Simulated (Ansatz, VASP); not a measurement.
**One calculation of SnSe, two programs**

The input INCAR:

```
SYSTEM = SnSe
PREC     = Accurate       ! precision mode
ENCUT    = 600            ! plane-wave cutoff, eV
EDIFF    = 1E-6           ! SCF threshold, eV
ISMEAR   = 0              ! smearing method
SIGMA    = 0.02           ! smearing width, eV
LREAL    = .FALSE.        ! projectors in reciprocal space
LASPH    = .TRUE.         ! aspherical terms in the spheres
NELM     = 100            ! most SCF steps
ALGO     = Fast           ! electronic algorithm
ISIF     = 3              ! what is computed and relaxed
LWAVE    = .FALSE.        ! write WAVECAR
LCHARG   = .FALSE.        ! write CHGCAR
GGA      = PS             ! functional
IBRION   = 2              ! ionic algorithm
NSW      = 100            ! ionic steps
EDIFFG   = -0.005         ! ionic threshold
```

File KPOINTS:

```
Automatic mesh
0
G
  8 8 8
  0 0 0
```

File POSCAR:

```
SnSe
1.0
    0.0000000000      3.0100000000      3.0100000000
    3.0100000000      0.0000000000      3.0100000000
    3.0100000000      3.0100000000      0.0000000000
Sn Se
1 1
Direct
    0.0000000000      0.0000000000      0.0000000000
    0.5000000000      0.5000000000      0.5000000000
```

Input for Ansatz:

```yaml
crystal:
  lattice:
    - [0.0, 3.01, 3.01]
    - [3.01, 0.0, 3.01]
    - [3.01, 3.01, 0.0]
  atoms:
    - { symbol: Sn, position: [0.0, 0.0, 0.0] }
    - { symbol: Se, position: [0.5, 0.5, 0.5] }
basis:
  ecutwfc: 420
kpoints:
  mp_grid: { grid: [8, 8, 8] }
hamiltonian:
  xc: pbesol
scf:
  occupations: { method: gaussian, width: 0.02 }
output:
  forces: true
  stress: true
  eigenvalues: true
relax:
  adjacent_minimum: "off"
  f_tol: 0.005
  max_steps: 80
  cell: { stress_tol: 0.05 }
```

The cell was built by a generator and needn't be a form met in nature.

Alike in both runs: task relaxation of cell and atoms; functional PBEsol; k mesh 8 × 8 × 8; occupations gaussian, width 0.02 eV; no spin polarisation.

|  | VASP | Ansatz |
| --- | --- | --- |
| version | VASP 6.6.1 | Ansatz 0.2.0 |
| potentials or method | VASP PAW PBE potentials, release 64 (Sn_d, Se) | scalar-relativistic, plane waves, PAW |
| plane-wave cutoff (eV) | 600 | 420 |
| valence electrons in the cell | 20 | 30 |

VASP gave:

```
gap on the k mesh at the Fermi level, each at its own relaxed structure (eV) : 0.75
relaxed volume (Å³/atom)                                                     : 26.30
relaxed cell length with the largest relative difference (Å)                 : 4.205
energy change over the relaxation (meV/atom)                                 : -6
```

Which values does Ansatz return?

gap on the k mesh at the Fermi level, each at its own relaxed structure (eV): 0.75; relaxed volume (Å³/atom): 26.27; relaxed cell length with the largest relative difference (Å): 4.204; energy change over the relaxation (meV/atom): -6.

The two sets of potentials don't hold the same shells in valence.

Caveats: the PAW data sets were made with another functional, which shifts forces and pressure a little (VASP); spin-orbit coupling is left out, which moves the levels of the heavy elements. A k mesh can miss the band edges.
